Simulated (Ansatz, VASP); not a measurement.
## InSe in VASP and in Ansatz

```
CELL_PARAMETERS angstrom
5.82639 -2.05465 0.00000
5.82639 2.05465 0.00000
-1.72323 0.00000 4.58049
ATOMIC_POSITIONS crystal
In 0.88820 0.88820 0.04684
In 0.11180 0.11180 0.95316
Se 0.66093 0.66093 0.66896
Se 0.33907 0.33907 0.33104
```

Change from the starting cell: strain = -0.04.

Alike in both runs: task relaxation of the atoms; functional PBE; k mesh 5 × 5 × 5; occupations fermi-dirac, width 0.05 eV; no spin polarisation.

|  | VASP | Ansatz |
| --- | --- | --- |
| version | VASP 6.6.1 | Ansatz 0.2.0 |
| potentials or method | VASP PAW PBE potentials, release 64 (In_d, Se) | Ansatz PAW |
| plane-wave cutoff (eV) | 520 | 420 |
| valence electrons in the cell | 38 | 58 |

|  | VASP | Ansatz | Ansatz less VASP |
| --- | --- | --- | --- |
| gap on the k mesh at the Fermi level, each at its own relaxed structure (eV) | 1.24 | 1.24 | -0.004 |
| energy change over the relaxation (meV/atom) | -15 | -15 | +0.5 |

The two sets of potentials don't hold the same shells in valence.

Caveats: spin-orbit coupling is left out, which moves the levels of the heavy elements; an odd mesh through Γ misses points on the zone boundary, where band edges often lie (VASP); odd divisions of the mesh miss points on the zone boundary, where band edges often lie, so the gap on the mesh can be too wide (Ansatz).
